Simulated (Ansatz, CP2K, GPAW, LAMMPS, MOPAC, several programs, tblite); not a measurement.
# NaF: cheap methods against density-functional theory

Aim: run NaF through methods of unlike cost and see what each gets, and at what price.

Method: no spin polarisation, static lattice; gaps from single points on the cell relaxed beforehand with r²SCAN, in LAMMPS, MOPAC, tblite, CP2K, GPAW, Ansatz (versions at each run).

## Step 1: The structure to begin with

The structure is hexagonal, space group P6_3/mmc (No. 194). Conventional cell: a = 3.868 Å, b = 3.868 Å, c = 4.551 Å, α = 90.00°, β = 90.00°, γ = 120.00°. Around Na (site symmetry -6m2) lie 5 F at 2.23 to 2.28 Å. Around F (site symmetry -6m2) lie 5 Na at 2.23 to 2.28 Å.

As a file:

```
Na F
1.0
     3.86806    0.00000    0.00000
    -1.93403    3.34984    0.00000
     0.00000    0.00000    4.55138
Na F
2 2
Cartesian
  0.0000 2.2332 -0.2845
  1.9340 1.1166 1.9912
  0.0000 2.2332 1.9912
  1.9340 1.1166 4.2669
```

The structure type (wurtzite) is imposed and need not be the compound's stable one.

**Question.** The methods are ffield.eim, PM6, PM7, GFN1-xTB (tblite), GFN2-xTB (tblite), PBE/DZVP, PBE/single-zeta, PBE/SZV, coarse PBE, PBE, r2SCAN. What gap does r2SCAN give on this cell, and which other methods (full PBE left aside) come nearest to r2SCAN and farthest in gap, volume and bulk modulus?

| quantity | value |
| --- | --- |
| r2SCAN | gap 6.34 eV, 14.74 Å³/atom, B₀ 43 GPa |
| gap: nearest and farthest of the other methods | PBE/DZVP (-0.57 eV), PM7 (+10.32 eV) |
| volume: nearest and farthest of the other methods | GFN1-xTB (tblite) (+2.6 %), ffield.eim (-16.8 %) |
| bulk modulus: nearest and farthest of the other methods | PBE/DZVP (-0 %), ffield.eim (+303 %) |

In words: For the gap, of the 8 methods compared (full PBE left aside), PBE/DZVP comes nearest to r2SCAN and PM7 is farthest. For the volume, of the 5 methods compared (full PBE left aside), GFN1-xTB (tblite) comes nearest to r2SCAN and ffield.eim is farthest. For the bulk modulus, of the 5 methods compared (full PBE left aside), PBE/DZVP comes nearest to r2SCAN and ffield.eim is farthest. A minimal basis or a coarse cutoff and mesh shifts results by its own error, so closeness to r2SCAN can be chance. Cluster runs see only the k-points that fold onto the zone centre, so their gaps can miss the band edges. No volume is given for PM6, GFN2-xTB (tblite), PBE/single-zeta, coarse PBE, which can hide a larger miss. CPU times run from 0.11 s (ffield.eim) to 61 s (PBE/single-zeta). On this cell PBE/DZVP, PBE/single-zeta cost more than r2SCAN itself (11 s), so they are no saving here. r2SCAN is a yardstick, not the truth: it usually gives gaps below the measured ones.
